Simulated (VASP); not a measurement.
ZrSe2, 3 atoms in the cell. The structure is trigonal, space group P-3m1 (No. 164). The conventional cell has a = 3.798 Å, b = 3.798 Å, c = 6.192 Å, α = 90.00°, β = 90.00°, γ = 120.00°. Around Zr (site symmetry -3m) lie 6 Se at 2.68 Å. Around Se (site symmetry 3m) lie 3 Zr at 2.68 Å. 

| Item | Value |
| --- | --- |
| Program | VASP 6.6.1 |
| Task | relaxation of cell and atoms |
| Functional | PBE |
| Dispersion | D3(BJ) |
| Potentials or basis | VASP PAW PBE potentials, release 64 (Zr_sv, Se) |
| Cutoff | 600 eV |
| k mesh | 9 × 9 × 5 |
| Occupations | gaussian, width 0.03 eV |
| Spin | no spin polarisation |
| Further INCAR settings | ALGO = Normal; EDIFF = 1e-06; IBRION = 2; EDIFFG = -0.01; NSW = 90; ISIF = 3 |

Potentials or basis: VASP PAW PBE potentials, release 64 (Zr_sv, Se).

Launch:

```bash
$ cat potpaw_PBE.64/Zr_sv/POTCAR potpaw_PBE.64/Se/POTCAR > POTCAR
$ mpirun -np 1 vasp_std > vasp.out
```

Hardware: 1 thread of Intel(R) Xeon(R) 6975P-C (Granite Rapids) (shared host).

Task: How long does it take, and how much memory?

Result: It took 5.4 min on 1 thread of Intel(R) Xeon(R) 6975P-C (Granite Rapids), with other jobs on the host, peak memory 0.26 GiB. Counts: scf iterations 109, k points 50, ion steps 15.
